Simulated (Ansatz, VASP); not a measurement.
**ZnO: VASP beside Ansatz**

The input INCAR:

```
SYSTEM = ZnO
PREC = Accurate
ENCUT = 520
EDIFF = 1E-7
ISMEAR = 0
SIGMA = 0.05
LREAL = .FALSE.
LASPH = .TRUE.
NELM = 100
ALGO = Normal
ISIF = 2
LWAVE = .FALSE.
LCHARG = .TRUE.
GGA = PE
LELF = .TRUE.
LVHAR = .TRUE.
NBANDS = 26
```

The input KPOINTS:

```
Automatic mesh
0
G
  12 12 6
  0 0 0
```

The input POSCAR:

```
ZnO
1.0
    3.2794753228      0.0000000000      0.0000000000
   -1.6397376614      2.8401089406      0.0000000000
    0.0000000000      0.0000000000      5.2931304620
Zn O
2 2
Direct
    0.3333333333      0.6666666667      0.0015026879
    0.6666666667      0.3333333333      0.5015026879
    0.3333333333      0.6666666667      0.3805973121
    0.6666666667      0.3333333333      0.8805973121
```

Input for Ansatz:

```yaml
crystal:
  lattice:
    - [3.2794753228, 0.0, 0.0]
    - [-1.6397376614, 2.8401089406, 0.0]
    - [0.0, 0.0, 5.293130462]
  atoms:
    - { symbol: Zn, position: [0.3333333333, 0.6666666667, 0.0015026879] }
    - { symbol: Zn, position: [0.6666666667, 0.3333333333, 0.5015026879] }
    - { symbol: O, position: [0.3333333333, 0.6666666667, 0.3805973121] }
    - { symbol: O, position: [0.6666666667, 0.3333333333, 0.8805973121] }
basis:
  ecutwfc: 420
kpoints:
  mp_grid: { grid: [12, 12, 6] }
hamiltonian:
  xc: pbe
scf:
  occupations: { method: gaussian, width: 0.05 }
output:
  forces: true
  stress: true
  eigenvalues: true
  write_density: true
  write_potential: true
  elf: true
  volumetric_format: npy
```

Alike in both runs: task single point; functional PBE; k mesh 12 × 12 × 6; occupations gaussian, width 0.05 eV; no spin polarisation.

```csv
,VASP,Ansatz
version,VASP 6.6.1,Ansatz 0.2.0
potentials or method,"VASP PAW PBE potentials, release 64 (Zn, O)","scalar-relativistic, plane waves, PAW"
plane-wave cutoff (eV),520,420
valence electrons in the cell,36,36
```

|  | VASP | Ansatz | Ansatz less VASP |
| --- | --- | --- | --- |
| gap on the k mesh at the Fermi level (eV) | 0.73 | 0.74 | +0.016 |
| least direct gap on the mesh (eV) | 0.73 | 0.74 | +0.016 |
| pressure (GPa) | 0.9 | 0.0 | -0.90 |
